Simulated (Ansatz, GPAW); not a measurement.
**Cu3Al: energy against volume and a worked fit**

It takes space group Pm-3m (No. 221, cubic). Conventional cell: a = 3.637 Å, b = 3.637 Å, c = 3.637 Å, α = 90.00°, β = 90.00°, γ = 90.00°. Cu (site symmetry 4/mmm) is surrounded by 8 Cu at 2.57 Å and 4 Al at 2.57 Å. Al (site symmetry m-3m) is surrounded by 12 Cu at 2.57 Å.

The cell comes from a database or a generator and needn't be the stable form of this composition.

The cell was scaled at fixed shape and fractions and run with Ansatz, Ansatz PAW, cutoff 420 eV; PBEsol, k mesh 7 × 7 × 7 on the cell of 4 atoms, fermi-dirac occupations of 0.05 eV, no spin polarisation, no spin-orbit coupling. The potentials were made for PBE. Energies are those that the program minimises, any entropy of the smearing included. For a metal such a mesh isn't converged to the digits shown.

```tsv
V (Å³/atom)	energy over the lowest row (meV/atom)
11.3092	19.340
11.5498	7.466
11.7905	1.201
12.0311	0.000
12.2717	?
12.5123	10.563
12.7530	21.404
```

Fit the third-order Birch-Murnaghan form, give V0, B0 and B′, and predict the energy left open.

With y = (V0/V)^(2/3), E = E0 + (9 V0 B0/16) [(y - 1)³ B′ + (y - 1)² (6 - 4y)]. Least squares through the rows shown give V0 = 11.9718 Å³/atom, E0 = -0.137 meV, B0 = 152.7 GPa (1 eV/Å³ = 160.218 GPa) and B′ = 4.71, with a largest miss of 0.013 meV. At V = 12.2717 the form with these constants gives 3.278 meV; the run gave 3.277 meV an atom. Other set-ups at this level, from all their volumes (Å³/atom, GPa): GPAW, PAW data sets generated for this functional: V0 12.104, B0 149.3; Ansatz, all-electron LAPW, scalar-relativistic: V0 11.970, B0 152.4.
